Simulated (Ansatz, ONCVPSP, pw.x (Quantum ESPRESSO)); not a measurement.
# Which H potential is closest to all-electron in the diamond crystal?

All use PBE, scalar-relativistic, no spin, cutoffs from each file’s atomic test, pw.x 7.5; 15³ k-points, Fermi–Dirac smearing 0.01 Ry. Δ is the rms difference from all-electron LAPW of the E(V) curves that follow from fits to the pressures, over ±6 % in volume. Mesh and smearing are coarse and serve the comparison alone. The files are a selection: those with a ghost or negative overlap were mostly not run, and those with noisy or unconverged pressures or nearly equal Δ are left out.

All-electron: a0 = 3.013 Å (V0 = 3.42 Å³/atom), B0 = 91.2 GPa.

Rank them by Δ, smallest first.
A. optimised norm-conserving Vanderbilt (ONCV), ONCVPSP 4.0.1.1 (patched build), PBE; core none, reference 1s1; waves: 1s: rc 1.45 bohr, ncon 4, nbas 8, qcut 7.8 1/bohr, 2 projectors, debl 1.6 Ha; p scattering state at 0.14 Ha: rc 1.55 bohr, ncon 3, nbas 6, qcut 4.5 1/bohr, 1 projector; local part: polynomial inside 1.10 bohr (lpopt 3, dvloc0 4 Ha); core correction: none.
B. optimised norm-conserving Vanderbilt (ONCV), ONCVPSP 4.0.1.1 (patched build), PBE; core none, reference 1s1; waves: 1s: rc 1.20 bohr, ncon 3, nbas 6, qcut 4.7 1/bohr, 2 projectors, debl 0.7 Ha; p scattering state at 0.28 Ha: rc 1.10 bohr, ncon 4, nbas 9, qcut 6.9 1/bohr, 2 projectors, debl 1.8 Ha; local part: polynomial inside 1.05 bohr (lpopt 5, dvloc0 -1 Ha); core correction: none.
C. optimised norm-conserving Vanderbilt (ONCV), ONCVPSP 4.0.1, PBE; core none, reference 1s1; waves: 1s: rc 0.90 bohr, ncon 3, nbas 7, qcut 7.7 1/bohr, 2 projectors, debl 3.5 Ha; p scattering state at 0.36 Ha: rc 0.75 bohr, ncon 4, nbas 7, qcut 11.3 1/bohr, local; local part: the p channel; core correction: none.

C (0.5 meV/atom), A (1.0 meV/atom), B (1.4 meV/atom).
